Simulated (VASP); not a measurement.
Set up this calculation in VASP 6.6.1, as the native input.

```yaml
Task: G0W0 quasiparticle levels
Functional: PBE
Potentials_or_basis: VASP PAW PBE potentials, release 64 (S_GW, Mg_GW)
Cutoff: 450 eV
k_mesh: 6 × 6 × 6
Occupations: gaussian, width 0.01 eV
Spin: no spin polarisation
GW_scheme: G0W0
GW_iterations: 1
Cutoff_of_the_response_function: 110
Frequency_points: 50
Empty_bands: 119
Further_INCAR_settings: ALGO = EVGW0; EDIFF = 1e-08; NBANDS = 123
```

MgS:

```xyz
2
Lattice="0.0000 2.8331 2.8331 2.8331 0.0000 2.8331 2.8331 2.8331 0.0000" Properties=species:S:1:pos:R:3 pbc="T T T"
S     1.4166    1.4166    1.4166
Mg    0.0000    0.0000    0.0000
```

The cell comes from a database or a generator and needn't be the stable form of this composition.

One way to write it, as run:

POSCAR

```
MgS
1.0
    0.0000000000      2.8331200468      2.8331200468
    2.8331200468      0.0000000000      2.8331200468
    2.8331200468      2.8331200468      0.0000000000
S Mg
1 1
Direct
    0.2500000000      0.2500000000      0.2500000000
    0.0000000000      0.0000000000      0.0000000000
```

INCAR.step1

```
ALGO     = Fast           # electronic algorithm
EDIFF    = 1E-8           # SCF threshold, eV
ENCUT    = 450            # plane-wave cutoff, eV
GGA      = PE             # functional
ISMEAR   = 0              # smearing method
LASPH    = True           # aspherical terms in the spheres
LCHARG   = False          # write CHGCAR
LREAL    = False          # projectors in reciprocal space
LWAVE    = True           # write WAVECAR
NELM     = 60             # most SCF steps
PREC     = Accurate       # precision mode
SIGMA    = 0.01           # smearing width, eV
```

INCAR.step2

```
ALGO     = Exact          # electronic algorithm
EDIFF    = 1E-8           # SCF threshold, eV
ENCUT    = 450            # plane-wave cutoff, eV
GGA      = PE             # functional
ISMEAR   = 0              # smearing method
ISTART   = 1            
LASPH    = True           # aspherical terms in the spheres
LCHARG   = False          # write CHGCAR
LOPTICS  = True           # frequency-dependent dielectric function
LREAL    = False          # projectors in reciprocal space
LWAVE    = True           # write WAVECAR
NBANDS   = 123            # bands
NELM     = 1              # most SCF steps
PREC     = Accurate       # precision mode
SIGMA    = 0.01           # smearing width, eV
```

INCAR.step3

```
ALGO     = EVGW0          # electronic algorithm
EDIFF    = 1E-8           # SCF threshold, eV
ENCUT    = 450            # plane-wave cutoff, eV
ENCUTGW  = 110            # cutoff of the response function
GGA      = PE             # functional
ISMEAR   = 0              # smearing method
ISTART   = 1            
LASPH    = True           # aspherical terms in the spheres
LCHARG   = False          # write CHGCAR
LREAL    = False          # projectors in reciprocal space
LWAVE    = False          # write WAVECAR
NBANDS   = 123            # bands
NBANDSGW = 12           
NELMGW   = 1            
NOMEGA   = 50             # frequency points
PREC     = Accurate       # precision mode
PRECFOCK = Fast         
SIGMA    = 0.01           # smearing width, eV
```

KPOINTS

```
k-points
0
Gamma
  6 6 6
```

Potentials or basis: VASP PAW PBE potentials, release 64 (S_GW, Mg_GW).

The run is started by

```console
$ cat potpaw_PBE.64/S_GW/POTCAR potpaw_PBE.64/Mg_GW/POTCAR > POTCAR
$ cp INCAR.step1 INCAR
$ mpirun -np 1 vasp_std > vasp.out
$ cp INCAR.step2 INCAR
$ mpirun -np 1 vasp_std > vasp.out
$ cp INCAR.step3 INCAR
$ mpirun -np 1 vasp_std > vasp.out
```

Results of the run:

```
Band gap on the k mesh, mean-field level : 3.44 eV, direct
Quasiparticle gap                        : 5.04 eV
Least direct quasiparticle gap           : 5.04 eV
```

Caveat: bands, screening cutoff and mesh are small and nothing is extrapolated, so the quasiparticle values aren't converged.

It took 3.6 min on 1 thread of Intel(R) Xeon(R) 6975P-C (Granite Rapids), with other jobs on the host, peak memory 0.7 GiB.
